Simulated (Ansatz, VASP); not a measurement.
**One calculation of Sb, two programs**

```
Sb
1.0
    -1.59814    1.59814    2.63913
     1.59814   -1.59814    2.63913
     1.59814    1.59814   -2.63913
Sb
1
Direct
  0.00000 0.00000 0.00000
```

Alike in both runs: task single point; functional LDA; k mesh 24 × 24 × 24; occupations gaussian, width 0.15 eV; no spin polarisation.

```csv
,VASP,Ansatz
version,VASP 6.6.1,Ansatz 0.2.0
potentials or method,"VASP PAW LDA potentials, release 64 (Sb)","scalar-relativistic, plane waves, PAW"
plane-wave cutoff (eV),520,420
valence electrons in the cell,5,15
```

|  | VASP | Ansatz | Ansatz less VASP |
| --- | --- | --- | --- |
| gap on the k mesh at the Fermi level (eV) | none | none | - |
| pressure (GPa) | -2.5 | -2.6 | -0.09 |
| largest component of the traceless stress (GPa) | 0.67 | 0.71 | +0.041 |

A gap of «none» marks a metal or a gap that the smearing closes. The two sets of potentials don't hold the same shells in valence.

Spin-orbit coupling is left out, which matters for the levels of Sb.
